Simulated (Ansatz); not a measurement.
**SnSe2: how the settings move a single-point run**

Aim: see which settings change the result for SnSe2, by how much, and at what cost. The cell is built on a prototype (fluorite) and needn't be the phase found in nature.

Computed with Ansatz 0.2.0 (reference: DFT, PBE, plane waves, PAW, unless a step's input says otherwise).

## (1) The system as given

It takes space group Fm-3m (No. 225, cubic). The conventional cell has a = 6.814 Å, b = 6.814 Å, c = 6.814 Å, α = 90.00°, β = 90.00°, γ = 90.00°. Sn (site symmetry m-3m) is surrounded by 8 Se at 2.95 Å. Se (site symmetry -43m) is surrounded by 4 Sn at 2.95 Å.

Coordinates:

```cif
data_structure
_symmetry_space_group_name_H-M 'P 1'
_symmetry_Int_Tables_number 1
_cell_length_a 4.8180
_cell_length_b 4.8180
_cell_length_c 4.8180
_cell_angle_alpha 60.000
_cell_angle_beta 60.000
_cell_angle_gamma 60.000
_cell_volume 79.08
loop_
_atom_site_label
_atom_site_type_symbol
_atom_site_fract_x
_atom_site_fract_y
_atom_site_fract_z
_atom_site_occupancy
Sn1 Sn 0.00000 0.00000 0.00000 1
Se1 Se 0.25000 0.25000 0.25000 1
Se2 Se 0.75000 0.75000 0.75000 1
```

## (2) Baseline

Contents of input.yaml:

```yaml
crystal:
  lattice:
    - [0.0, 3.4068553702, 3.4068553702]
    - [3.4068553702, 0.0, 3.4068553702]
    - [3.4068553702, 3.4068553702, 0.0]
  atoms:
    - { symbol: Sn, position: [0.0, 0.0, 0.0] }
    - { symbol: Se, position: [0.25, 0.25, 0.25] }
    - { symbol: Se, position: [0.75, 0.75, 0.75] }
kpoints:
  mp_grid: { grid: [4, 4, 4] }
hamiltonian:
  xc: pbe
scf:
  occupations: { method: fermi_dirac, width: 0.02 }
  n_extra_bands: 4
output:
  forces: true
  stress: true
  eigenvalues: true
  write_density: true
  write_potential: true
  elf: true
  volumetric_format: npy
```

Run with:

```
ansatz run input.yaml --threads 4 --pin off --max-ram 3686MiB --backend cpu --events-out ev --progress --plain --runs-dir out
```

## (3) Variant: exchange pbe, correlation pbe, coeff 0.35, omega 0.3

Changes to input.yaml since step 2:

```diff
@@ -12,3 +12,3 @@
 hamiltonian:
-  xc: pbe
+  xc: { exchange: pbe, correlation: pbe, exx: { coeff: 0.35, omega: 0.3 } }
 scf:
@@ -20,5 +20 @@
   eigenvalues: true
-  write_density: true
-  write_potential: true
-  elf: true
-  volumetric_format: npy
```

## (4) Variant: exchange pbe, correlation pbe, coeff 0.3, omega 0.2078

Changes to input.yaml since step 2:

```diff
@@ -12,3 +12,6 @@
 hamiltonian:
-  xc: pbe
+  xc:
+    exchange: pbe
+    correlation: pbe
+    exx: { coeff: 0.3, omega: 0.2078 }
 scf:
@@ -20,5 +23 @@
   eigenvalues: true
-  write_density: true
-  write_potential: true
-  elf: true
-  volumetric_format: npy
```

## (5) Variant: exchange pbe, correlation pbe, coeff 0.05

Changes to input.yaml since step 2:

```diff
@@ -12,3 +12,3 @@
 hamiltonian:
-  xc: pbe
+  xc: { exchange: pbe, correlation: pbe, exx: { coeff: 0.05 } }
 scf:
@@ -20,5 +20 @@
   eigenvalues: true
-  write_density: true
-  write_potential: true
-  elf: true
-  volumetric_format: npy
```

What does the calculation give? Wanted: for each run, ending; energy change; pressure; gap; force.

The runs gave:

| run | ending | energy change | pressure (GPa) | gap (eV) | force (eV/Å) | cycles | time |
| --- | --- | --- | --- | --- | --- | --- | --- |
| reference | converged | - | 1.6 | 0.00 | 0.00 | 8 | 6.4 s |
| 1: exchange pbe, correlation pbe, coeff 0.35, omega 0.3 | converged | not comparable | -1.7 | 0.00 | 0.00 | 21 | 54 s |
| 2: exchange pbe, correlation pbe, coeff 0.3, omega 0.2078 | converged | not comparable | -1.7 | 0.00 | 0.00 | 21 | 50 s |
| 3: exchange pbe, correlation pbe, coeff 0.05 | converged | not comparable | 0.8 | 0.00 | 0.00 | 25 | 47 s |

Times don't compare one to one where runs were asked for different outputs or read a saved state (see the inputs); cycles may leave out searches for a lower state.

Residual by cycle in the longest SCF loop of each run; runs are numbered as in the table. The quantity is the density residual dr2, in eV.

| cycle | reference | run 1 | run 2 | run 3 |
| --- | --- | --- | --- | --- |
| 1 | 0.00597 | 0.00379 | 0.004 | 0.00555 |
| 2 | 0.00322 | 0.0012 | 0.00118 | 0.00112 |
| 3 | 0.00162 | 2.5e-4 | 1.3e-4 | 3.0e-5 |
| 4 | 4.1e-4 | 1.9e-5 | 2.8e-5 | 6.4e-6 |
| 5 | 1.1e-4 | 1.2e-6 | 2.3e-6 | 3.5e-7 |
| 6 | 1.7e-5 | 7.1e-8 | 2.8e-7 | 6.4e-8 |
| 7 | 9.3e-7 | 1.6e-9 | 3.9e-9 | 1.2e-9 |
| 8 | 5.7e-8 | 4.7e-11 | 1.7e-9 | 9.9e-11 |
| 9 | - | - | 1.9e-11 | - |

Semilocal functionals close small gaps, so the missing gap need not be the real solid's.
